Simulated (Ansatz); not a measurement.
Crystal: AlNi3.

```
CELL_PARAMETERS angstrom
3.52305 0.00000 0.00000
0.00000 3.52305 0.00000
0.00000 0.00000 3.52305
ATOMIC_POSITIONS crystal
Ni 0.50000 0.50000 0.00000
Ni 0.50000 0.00000 0.50000
Ni 0.00000 0.50000 0.50000
Al 0.00000 0.00000 0.00000
```

The cell is a database's computed one.

| Property | Result |
| --- | --- |
| Program | Ansatz 0.2.0 |
| Task | single point |
| Functional | PBEsol |
| Potentials or basis | all-electron LAPW, scalar-relativistic |
| Cutoff | 310 eV (chosen from the basis error) |
| Basis error allowed | 0.001 eV/atom |
| k mesh | 8 × 8 × 8 |
| Occupations | fermi-dirac, width 0.05 eV |
| Spin | collinear spin, ferromagnetic start |
| Starting moments | [1.0, 1.0, 1.0, 0.0] μB |

On this cell: pressure -0.7 GPa; largest force zero by symmetry; net moment 0.67 μB per cell; site moments Ni +0.24; Al -0.02 μB; band gap on the k mesh none (metal or under the smearing width).

The same run follows on a disturbed copy (atoms moved at random, drawn with an rms of 0.05 Å):

```
Ni Al
1.0
     3.52305    0.00000    0.00000
     0.00000    3.52305    0.00000
     0.00000    0.00000    3.52305
Ni Al
3 1
Direct
  0.50269 0.49641 0.01358
  0.50059 0.00624 0.49795
  0.98379 0.49754 0.50453
  0.99986 0.99934 0.99802
```

**Question.** What changes?

**Answer.** The energy (extrapolated to zero smearing) moves by +8.5 meV/atom; pressure -0.2 GPa; largest force 0.605 eV/Å; net moment 0.67 μB per cell; site moments Ni +0.24; Al -0.02 μB; band gap on the k mesh none (metal or under the smearing width).

Forces in eV/Å, atoms in the order of the input:
```
Ni  -0.362  0.213 -0.395
Ni  -0.292 -0.305  0.268
Ni   0.577  0.175  0.050
Al   0.078 -0.083  0.077
```

Stress tensor (GPa, compression positive):
```
-0.34  0.18  0.22
 0.18 -0.20 -0.20
 0.22 -0.20 -0.21
```
